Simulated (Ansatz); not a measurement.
A relaxed cell of InSe is given with its symmetry left out. It was relaxed at this level from a cell from COD that may be a prediction.

Level of theory: DFT PBE, scalar-relativistic, plane waves, PAW (Ansatz). Cutoff 420 eV, Γ-centred mesh, Gaussian smearing, no spin polarisation.

```
CELL_PARAMETERS angstrom
2.04438 1.18032 9.20160
-2.04438 1.18032 9.20160
0.00000 -2.36064 9.20160
ATOMIC_POSITIONS crystal
In 0.99508 0.99508 0.99508
In 0.89273 0.89273 0.89273
Se 0.37451 0.37451 0.37451
Se 0.17997 0.17997 0.17997
```

The zero of energy is the elements' standard structures at the same level; no fitted shifts are applied.

Question: Find its symmetry and describe it.

Answer: R3m (No. 160). Conventional cell: a = 4.089 Å, c = 27.605 Å. In on its first site has 3 Se at 2.68 Å and 1 In at 2.83 Å; In on its second site has 3 Se at 2.68 Å and 1 In at 2.83 Å; around Se on its first site lie 3 In at 2.68 Å; around Se on its second site lie 3 In at 2.68 Å.

Question: How far does it lie from the elements in energy?

Answer: −0.526 eV/atom. It lies below the elements, which doesn't yet make it stable against other compounds or structures.

Question: Is it a metal?

Answer: No, the gap on the 12×12×12 mesh is 0.70 eV.

The last run used a 12×12×12 mesh for its 4-atom cell and Gaussian smearing of 0.02 eV. No dispersion correction is applied, so the spacing and binding between layers, chains or molecules are poorly described. Kohn–Sham gaps at this level usually fall short of measured ones. The reference form of Se is held partly by dispersion forces, which this level lacks. A structure relaxed within its symmetry needn't be a true minimum.
